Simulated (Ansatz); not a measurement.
Runs of Ansatz 0.2.0 on PbS (Galena). Symmetry: Fm-3m, No. 225, cubic system. The conventional cell has a = 5.931 Å, b = 5.931 Å, c = 5.931 Å, α = 90.00°, β = 90.00°, γ = 90.00°. Around Pb (site symmetry m-3m) lie 6 S at 2.97 Å. S (site symmetry m-3m) is surrounded by 6 Pb at 2.97 Å. 

| task | level | potentials or basis | spin | cell | k mesh | cutoff (eV) | smearing | driver | other keys | mesh quality | gap on the mesh (eV) | pressure (GPa) | moment (μB) |
| --- | --- | --- | --- | --- | --- | --- | --- | --- | --- | --- | --- | --- | --- |
| electron localisation function | LDA+D3(BJ) | Ansatz PAW | SOC, no magnetisation | as given | 8 × 8 × 8 | 420 | methfessel-paxton 0.15 eV | chain | - | not flagged | 0.21 | -5.3 | - |
| atomic charges | PBEsol0 | Ansatz PAW earlier set | off | as given | 5 × 5 × 5 | 580 | fermi-dirac 0.05 eV | chain | basis.ecutrho_ratio = 6; scf.lower_state_search = light | not flagged | - | -1.1 | - |
| projected density of states | r2SCAN0+D3(BJ) | SPMS NC | off | as given | 4 × 4 × 4 | 544 | fixed | chain | - | coarse | 1.62 | -2.5 | - |
| electric field gradients | r2SCAN+rVV10 | Ansatz PAW | SOC, no magnetisation | volume scaled by 1.04 | 8 × 8 × 8 | 500 | methfessel-paxton 0.01 eV | chain | - | not flagged | 0.23 | (b) | - |
| electron localisation function | LDA+D3(BJ) | Ansatz PAW | SOC, no magnetisation | as given | 8 × 8 × 8 | 420 | methfessel-paxton 0.15 eV | - | - | not flagged | 0.21 | -5.3 | - |
| single point | BHLYP+D4 | PseudoDojo stringent | collinear, ferromagnetic start | as given | 5 × 5 × 5 | 1197 | gaussian 0.05 eV | chain | - | not flagged | - | (a) | 0.00 |
| ladder of functionals | LDA+D4 | PseudoDojo standard | collinear, random start | as given | 8 × 8 × 8 | 762 | tetrahedron | chain | - | not flagged | 0.24 | -4.7 | 0.00 |

Estimate the missing entries.

(a) 0.7; (b) -2.2.

Caveats: some runs use coarse meshes; the dispersion damping was fitted for another functional or another form of the correction (some runs); the thresholds are loose for stress (some runs); the PAW data sets were made with another functional, which shifts forces and pressure a little (some runs); the potentials were made for another functional, which shifts forces and pressure (some runs); spin-orbit coupling is left out, which as a rule narrows the gap of such compounds by several tenths of an eV (some runs); the starting moments weren't kept (some runs); the meta-GGA runs on potentials made for a GGA (some runs).

A k mesh can miss the band edges, and rows without SOC leave out spin-orbit coupling on Pb.

The runs don't all hold the same shells in valence.
